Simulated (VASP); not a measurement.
# HfB (I4/mmm) in VASP: notebook, part 2 of 2

VASP 6.6.1. The steps go on from the part before.

## Step 4: Single point, LDA (strain -0.050 along x and y, +0.050 along z, atoms carried along)

File INCAR:

```
SYSTEM = HfB
ALGO = Fast
EDIFF = 1E-6
ENCUT = 520
ISIF = 2
ISMEAR = 0
LASPH = .TRUE.
LCHARG = .FALSE.
LREAL = .FALSE.
LWAVE = .FALSE.
NBANDS = 14
NELM = 100
PREC = Accurate
SIGMA = 0.15
```

File KPOINTS:

```
k-points
0
G
  18 18 18
  0 0 0
```

File POSCAR:

```
HfB
1.0
    0.0000000000      2.1945000000      2.4255000000
    2.1945000000      0.0000000000      2.4255000000
    2.1945000000      2.1945000000      0.0000000000
Hf B
1 1
Direct
    0.5000000000      0.5000000000      0.5000000000
    0.0000000000      0.0000000000      0.0000000000
```

Potentials or basis: VASP PAW LDA potentials, release 64 (Hf_pv, B).

Started as:

```
> cat potpaw_LDA.64/Hf_pv/POTCAR potpaw_LDA.64/B/POTCAR > POTCAR
> mpirun -np 1 vasp_std > vasp.out
```

OUTCAR:

```text
SYSTEM = HfB
   EDIFF = 1E-6
   ENCUT = 520
   ISIF = 2
   ISMEAR = 0
   LASPH = .TRUE.
   LREAL = .FALSE.
   NELM = 100
   PREC = Accurate

 ion  position               nearest neighbor table
   1  0.500  0.500  0.500-   2 2.19   2 2.19   2 2.19   2 2.19   2 2.43   2 2.43
   2  0.000  0.000  0.000-   1 2.19   1 2.19   1 2.19   1 2.19   1 2.43   1 2.43

  LATTYP: Found a body centered tetragonal cell.
 ALAT       =     3.1034916626
 C/A-ratio  =     1.5630781479

  Lattice vectors:

 A1 = (  -2.1945000000,   0.0000000000,   2.4255000000)
 A2 = (   2.1945000000,   0.0000000000,   2.4255000000)
 A3 = (   0.0000000000,   2.1945000000,  -2.4255000000)

Analysis of symmetry for initial positions (statically):
=====================================================================
 Subroutine PRICEL returns:
 Original cell was already a primitive cell.

 Routine SETGRP: Setting up the symmetry group for a
 body centered tetragonal supercell.

 Subroutine GETGRP returns: Found 16 space group operations
 (whereof 16 operations were pure point group operations)
 out of a pool of 16 trial point group operations.

The static configuration has the point symmetry D_4h.

Analysis of symmetry for dynamics (positions and initial velocities):
=====================================================================
 Subroutine PRICEL returns:
 Original cell was already a primitive cell.

 Routine SETGRP: Setting up the symmetry group for a
 body centered tetragonal supercell.

 Subroutine GETGRP returns: Found 16 space group operations
 (whereof 16 operations were pure point group operations)
 out of a pool of 16 trial point group operations.

The dynamic configuration has the point symmetry D_4h.

 Subroutine INISYM returns: Found 16 space group operations
 (whereof 16 operations are pure point group operations),
 and found     1 'primitive' translations

----------------------------------------------------------------------------------------

                                     Primitive cell

  volume of cell :      23.3616

  direct lattice vectors                    reciprocal lattice vectors
     0.000000000  2.194500000  2.425500000    -0.227842333  0.227842333  0.206143063
     2.194500000  0.000000000  2.425500000     0.227842333 -0.227842333  0.206143063
     2.194500000  2.194500000  0.000000000     0.227842333  0.227842333 -0.206143063

  length of vectors
     3.270914322  3.270914322  3.103491663     0.382516954  0.382516954  0.382516954

  position of ions in fractional coordinates (direct lattice)
     0.500000000  0.500000000  0.500000000
     0.000000000  0.000000000  0.000000000

  ion indices of the primitive-cell ions
   primitive index   ion index
                 1           1
                 2           2

----------------------------------------------------------------------------------------

 KPOINTS: k-points

Automatic generation of k-mesh.
 Grid dimensions read from file:
 generate k-points for:   18   18   18

 Generating k-lattice:

  Cartesian coordinates                     Fractional coordinates (reciprocal lattice)
    -0.012657907  0.012657907  0.011452392     0.055555556  0.000000000  0.000000000
     0.012657907 -0.012657907  0.011452392     0.000000000  0.055555556  0.000000000
     0.012657907  0.012657907 -0.011452392     0.000000000  0.000000000  0.055555556

[... 41 lines left out ...]
   dimension x,y,z NGX =    24 NGY =   24 NGZ =   24
   dimension x,y,z NGXF=    48 NGYF=   48 NGZF=   48
   ions per type =               1   1
   NGX,Y,Z   is equivalent  to a cutoff of  12.20, 12.20, 12.86 a.u.
   NGXF,Y,Z  is equivalent  to a cutoff of  24.40, 24.40, 25.71 a.u.
 SYSTEM =  HfB
   PREC   = accura    normal or accurate (medium, high low for compatibility)
   ISTART =      0    job   : 0-new  1-cont  2-samecut
   ICHARG =      2    charge: 1-file 2-atom 10-const
   ISPIN  =      1    spin polarized calculation?
   LNONCOLLINEAR =      F non collinear calculations
   LSORBIT =      F    spin-orbit coupling
   LASPH  =      T    aspherical Exc in radial PAW
   ENCUT  =  520.0 eV  38.22 Ry    6.18 a.u.   6.08  6.08  5.77*2*pi/ulx,y,z
   NELM   =    100;   NELMIN=  2; NELMDL= -5     # of ELM steps
   EDIFF  = 0.1E-05   stopping-criterion for ELM
   LREAL  =      F    real-space projection
   EDIFFG = 0.1E-04   stopping-criterion for IOM
   NSW    =      0    number of steps for IOM
   IBRION =     -1    ionic relax: 0-MD 1-quasi-New 2-CG
   NFREE  =      0    steps in history (QN), initial steepest desc. (CG)
   ISIF   =      2    stress and relaxation
   ISYM   =      2    0-nonsym 1-usesym 2-fastsym
   POTIM  = 0.5000    time-step for ionic-motion
   TEBEG  =    0.0;   TEEND  =   0.0 temperature during run
   PSTRESS=    0.0 pullay stress
   NELECT =      13.0000    total number of electrons
   NUPDOWN=      -1.0000    fix difference up-down
   EMIN   =  10.00;   EMAX   =-10.00  energy-range for DOS
   EFERMI =   0.00;   METHOD = LEGACY
   ISMEAR =     0;   SIGMA  =   0.15  broadening in eV -4-tet -1-fermi 0-gaus
   EFERMI_NEDOS =   21; number of points for ismear=-14 and -15
   IALGO  =     68    algorithm
   IMIX   =      4    mixing-type and parameters
     AMIX     =   0.40;   BMIX     =  1.00
     AMIX_MAG =   1.60;   BMIX_MAG =  1.00
  volume/ion in A,a.u.               =      11.68        78.83
  Fermi-wavevector in a.u.,A,eV,Ry     =   1.346548  2.544607 24.669964  1.813191
  Thomas-Fermi vector in A             =   2.474371
   LORBIT       =      0    0 simple, 1 ext, 2 COOP (PROOUT), +10 PAW based schemes
   GGA     = CA    functional components
   LHFCALC =     F    Hartree Fock is set to
   AEXX    =    0.0000 exact exchange contribution
   IVDW    =     0    specifies the selected vdW correction
   LEPSILON=     F    determine dielectric tensor
   LRPA    =     F    only Hartree local field effects (RPA)
 non-spin polarized calculation
 RMM-DIIS sequential band-by-band and
 Gauss-broadening in eV      SIGMA  =   0.15
  energy-cutoff  :      520.00
  volume of cell :       23.36
 maximum number of plane-waves:       644
   NGX = 13   NGY = 13   NGZ = 11

 number of electron      13.0000000 magnetization

 Free energy of the ion-electron system (eV)
  ---------------------------------------------------
  ext. energy  EPLUGINS =         0.00000000
  ---------------------------------------------------
  free energy    TOTEN  =       -18.37967616 eV

  energy without entropy =      -18.36947720  energy(sigma->0) =      -18.37457668

 E-fermi :   5.4777     XC(G=0): -12.6943

 val. band max:        5.4753607209   @ k =  -0.3889   0.1667   0.3889
 cond. band min:       5.4788875166   @ k =  -0.3889   0.3333   0.0000
 fundamental gap:      0.0035267957
 Fermi energy:         5.4777296505

 k-point     1 :       0.0000    0.0000    0.0000
  band No.  band energies     occupation
      1     -22.4413      2.00000
      2     -22.4368      2.00000
      3     -22.4368      2.00000
      4      -4.1300      2.00000
      5       6.8021      0.00000
      6       8.1070      0.00000
      7       8.1070      0.00000
      8       8.8063      0.00000
      9       9.0797      0.00000
     10       9.8658      0.00000
     11       9.8658      0.00000
     12      10.4871      0.00000
     13      17.5359      0.00000
     14      19.9513      0.00000
[... 377 lines left out ...]
      1     -22.9315      2.00000
      2     -22.5295      2.00000
      3     -22.4328      2.00000
      4      -2.3296      2.00000
      5       4.5305      2.00000
      6       5.0451      1.99995
      7       5.4168      1.43464
      8       9.3959      0.00000
      9       9.7365      0.00000
     10      11.1542      0.00000
     11      13.6398      0.00000
     12      17.4154      0.00000
     13      20.1218      0.00000
     14      21.6622      0.00000

 [... further k-points ...]

------------------------ aborting loop because EDIFF is reached ----------------------------------------

  FORCE on cell =-STRESS in cart. coord.  units (eV):
  Direction    XX          YY          ZZ          XY          YZ          ZX
  --------------------------------------------------------------------------------------
  -------------------------------------------------------------------------------------
  Total        8.4357204      8.4357204      0.3355224      0.0000000      0.0000000      0.0000000
  in kB      578.5358989    578.5358989     23.0106891      0.0000000      0.0000000      0.0000000
  external PRESSURE =     393.3608290 kB  Pullay stress =       0.0000000 kB

 VOLUME and BASIS-vectors are now :
 -----------------------------------------------------------------------------
  energy-cutoff  :      520.00
  volume of cell :       23.36
      direct lattice vectors                 reciprocal lattice vectors
     0.000000000  2.194500000  2.425500000    -0.227842333  0.227842333  0.206143063
     2.194500000  0.000000000  2.425500000     0.227842333 -0.227842333  0.206143063
     2.194500000  2.194500000  0.000000000     0.227842333  0.227842333 -0.206143063

 POSITION                                       TOTAL-FORCE (eV/Angst)
 -----------------------------------------------------------------------------------
      2.19450      2.19450      2.42550        -0.000000      0.000000      0.000000
      0.00000      0.00000      0.00000         0.000000     -0.000000      0.000000
 -----------------------------------------------------------------------------------
    total drift:                               -0.000000     -0.000000      0.000000

  FREE ENERGIE OF THE ION-ELECTRON SYSTEM (eV)
  ---------------------------------------------------
  free  energy   TOTEN  =       -18.3796761587 eV

  energy  without entropy=      -18.3694772025  energy(sigma->0) =      -18.37457668
```

OSZICAR:

```text
N       E                     dE             d eps       ncg     rms          rms(c)
DAV:   1     0.212261351117E+02    0.21226E+02   -0.70323E+03 13504   0.876E+02
DAV:   2    -0.191280856898E+02   -0.40354E+02   -0.38272E+02 16616   0.195E+02
DAV:   3    -0.200843504280E+02   -0.95626E+00   -0.95080E+00 16746   0.209E+01
DAV:   4    -0.200872303519E+02   -0.28799E-02   -0.28796E-02 15732   0.142E+00
DAV:   5    -0.200872435633E+02   -0.13211E-04   -0.13211E-04 17116   0.853E-02    0.747E+01
RMM:   6    -0.184692538070E+02    0.16180E+01   -0.14776E+00 13846   0.603E+00    0.454E+01
RMM:   7    -0.184230794203E+02    0.46174E-01   -0.57541E-01 14753   0.389E+00    0.904E+00
RMM:   8    -0.183796118663E+02    0.43468E-01   -0.57626E-02 14602   0.144E+00    0.767E-01
RMM:   9    -0.183798058778E+02   -0.19401E-03   -0.35296E-03 16235   0.354E-01    0.289E-01
RMM:  10    -0.183797128407E+02    0.93037E-04   -0.56491E-04 16624   0.131E-01    0.138E-01
RMM:  11    -0.183796752431E+02    0.37598E-04   -0.92425E-05 16860   0.574E-02    0.291E-02
RMM:  12    -0.183796760012E+02   -0.75816E-06   -0.13949E-05 16230   0.184E-02    0.732E-03
RMM:  13    -0.183796761587E+02   -0.15748E-06   -0.20576E-06 14931   0.641E-03
   1 F= -.18379676E+02 E0= -.18374577E+02  d E =-.101990E-01
```

stdout:

```text
POSCAR found type information on POSCAR HfB
 POSCAR found :  2 types and       2 ions
 scaLAPACK will be used
 LDA part: xc-table for (Slater(with rela. corr.)+CA(PZ))
 , standard interpolation
 POSCAR, INCAR and KPOINTS ok, starting setup
 FFT: planning ... GRIDC
 FFT: planning ... GRID_SOFT
 FFT: planning ... GRID
 WAVECAR not read
 entering main loop
```

Run time: 45 s. Hardware: 1 thread of Intel Xeon 6975P-C (Granite Rapids), shared host; peak memory 0.27 GiB.

What came out:

* Free energy: -18.3797 eV
* Pressure: 39.3 GPa
* Band gap on the k mesh: none (metal or under the smearing width)

Caveat: so large a pressure means that the cell lies far from this level's equilibrium, or that cutoff or potentials fall short. The run has no spin-orbit coupling, so splittings on Hf are missing.

## Step 5: Overview

| cell | gap on the mesh (eV) | pressure (GPa) |
| --- | --- | --- |
| strain +0.050 along x and y, -0.050 along z, atoms carried along | none | 11.7 |
| strain +0.000 along x and y, +0.050 along z, atoms carried along | none | 8.9 |
| strain -0.050 along x and y, +0.050 along z, atoms carried along | none | 39.3 |

Alike in all rows: task single point; level LDA; potentials or basis VASP PAW LDA potentials, release 64 (Hf_pv, B); no spin polarisation; k mesh 18 × 18 × 18; cutoff (eV) 520; smearing gaussian 0.15 eV.

Caveats: so large a pressure means that the cell lies far from this level's equilibrium, or that cutoff or potentials fall short (some runs).

Absolute energies hang on the potentials; compare differences alone.
